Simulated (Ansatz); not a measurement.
# BaTiO3: the cost of one run

Computed with Ansatz 0.2.0 (DFT PBE, scalar-relativistic, unless a step's input says otherwise).

### Step 1. The system as given

Symmetry: R3m, No. 160, trigonal system. Conventional cell: a = 5.655 Å, b = 5.655 Å, c = 6.953 Å, α = 90.00°, β = 90.00°, γ = 120.00°. Ba (site symmetry 3m) is surrounded by 12 O at 2.79 to 2.88 Å. Ti (site symmetry 3m) is surrounded by 6 O at 1.88 to 2.14 Å. O (site symmetry m) has 2 Ti at 1.88 to 2.14 Å as nearest neighbours.

Structure file:

```xyz
5
Lattice="2.8277 1.6326 2.3177 -2.8277 1.6326 2.3177 0.0000 -3.2651 2.3177" Properties=species:S:1:pos:R:3 pbc="T T T"
Ba    0.0000    0.0000    0.0000
Ti    0.0000    0.0000    3.5739
O     0.0000   -1.5996    4.5536
O    -1.3853    0.7998    4.5536
O     1.3853    0.7998    4.5536
```

Atoms are numbered in the order of the input: Ba1, Ti2, O3, O4, O5.

### Step 2. Volume × 0.94, LAPW

The input, input.yaml:

```yaml
crystal:
  lattice:
    - [2.7699444471, 1.5992281722, 2.2704176869]
    - [-2.7699444471, 1.5992281722, 2.2704176869]
    - [0.0, -3.1984563444, 2.2704176869]
  atoms:
    - { symbol: Ba, position: [0.0, 0.0, 0.0] }
    - { symbol: Ti, position: [0.514, 0.514, 0.514] }
    - { symbol: O, position: [0.4916, 0.4916, 0.9815] }
    - { symbol: O, position: [0.4916, 0.9815, 0.4916] }
    - { symbol: O, position: [0.9815, 0.4916, 0.4916] }
kpoints:
  mp_grid: { grid: [9, 9, 9] }
  band_path:
    path:
      - [0.0, 0.0, 0.0]
      - [0.5, 0.5, 0.5]
      - [0.5025694503, 0.4974305497, 0.5]
      - [0.5, -0.4974305497, 0.4974305497]
      - [0.5, 0.0, 0.0]
      - [0.0, 0.0, 0.0]
      - [0.4987152749, -0.4987152749, 0.0]
      - [0.5012847251, 0.0, 0.4987152749]
      - [0.5, 0.0, 0.5]
    npoints: 5
scf:
  occupations: { method: fermi_dirac, width: 0.05 }
hamiltonian:
  xc: pbe
  pseudopotentials: { kind: all_electron, lapw: { basis_error: 0.001 } }
output:
  forces: true
  stress: true
  eigenvalues: true
```

Started as:

```
$ ansatz run input.yaml --threads 2 --pin off --max-ram 6144MiB --backend cpu --events-out ev --progress --plain --runs-dir out
```

**Question.** How long does this run take on 2 threads of Arm Neoverse V1, shared host, and how much memory does it need?

About 2.5 min, with a peak of 0.91 GiB.
